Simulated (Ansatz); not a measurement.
# GaAs: zone-centre modes under pressure

GaAs, F-43m, a = 5.745 Å. Ansatz: PBE, PAW, 420 eV, Γ-centred 12×12×12 mesh on 2 atoms, Gaussian smearing 0.02 eV; no spin polarisation. Cell and atoms are relaxed at each pressure with the symmetry kept; optical modes at Γ by linear response, in cm⁻¹, the highest, without the LO field.

| P (GPa) | V (Å³/atom) | ω1 |
| --- | --- | --- |
| 0 | 23.706 | 251.9 |
| 3 | 22.673 | 265.9 |
| 8 | 21.385 | 285.1 |
| 15 | 20.061 | ? |

Q: Get the mode's Grüneisen parameter γ = −d ln ω/d ln V from the other rows and predict the missing frequency.

A: ln(V/V0) = 0.0000, -0.0446, -0.1030, -0.1670; a line through ln(ω/ω0) of the 3 known rows gives ω1: γ = 1.202 (intercept 0.0002), predicted 308.0, computed 307.4. The miss is 0.2 %, or 1 % of the shift under pressure, so a constant γ serves at that level.

The runs at 3, 8, 15 GPa used fixed smearing in place of the occupations named above.